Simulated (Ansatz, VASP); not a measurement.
## LiCl: VASP beside Ansatz

File INCAR:

```
SYSTEM = LiCl
PREC = Accurate
ENCUT = 520
EDIFF = 1E-6
ISMEAR = 0
SIGMA = 0.016
LREAL = .FALSE.
LASPH = .TRUE.
NELM = 60
ALGO = Normal
ISIF = 2
LWAVE = .FALSE.
LCHARG = .FALSE.
GGA = PE
NBANDS = 12
```

File KPOINTS:

```
Automatic mesh
0
G
  9 9 9
  0 0 0
```

File POSCAR:

```
LiCl
1.0
    0.0000000000      2.5647700000      2.5647700000
    2.5647700000      0.0000000000      2.5647700000
    2.5647700000      2.5647700000      0.0000000000
Cl Li
1 1
Direct
    0.5000000000      0.5000000000      0.5000000000
    0.0000000000      0.0000000000      0.0000000000
```

File input.yaml:

```yaml
crystal:
  lattice:
    - [0.0, 2.56477, 2.56477]
    - [2.56477, 0.0, 2.56477]
    - [2.56477, 2.56477, 0.0]
  atoms:
    - { symbol: Cl, position: [0.5, 0.5, 0.5] }
    - { symbol: Li, position: [0.0, 0.0, 0.0] }
kpoints:
  mp_grid: { grid: [9, 9, 9] }
scf:
  occupations: { method: gaussian, width: 0.016 }
hamiltonian:
  xc: pbe
  pseudopotentials: { kind: all_electron, lapw: { basis_error: 0.001 } }
output:
  forces: true
  stress: true
  eigenvalues: true
```

Alike in both runs: task single point; functional PBE; k mesh 9 × 9 × 9; occupations gaussian, width 0.016 eV; no spin polarisation.

|  | VASP | Ansatz |
| --- | --- | --- |
| version | VASP 6.6.1 | Ansatz 0.2.0 |
| potentials or method | VASP PAW PBE potentials, release 64 (Cl, Li_sv) | all-electron LAPW, scalar-relativistic |
| plane-wave cutoff (eV) | 520 | see its input |

```tsv
	VASP	Ansatz	Ansatz less VASP
gap on the k mesh at the Fermi level (eV)	6.34	6.33	-0.016
least direct gap on the mesh (eV)	6.34	6.33	-0.016
```

Ansatz ran all-electron here, so the differences hold the error of VASP's frozen core and of both bases.

Caveats: an odd mesh through Γ misses points on the zone boundary, where band edges often lie.
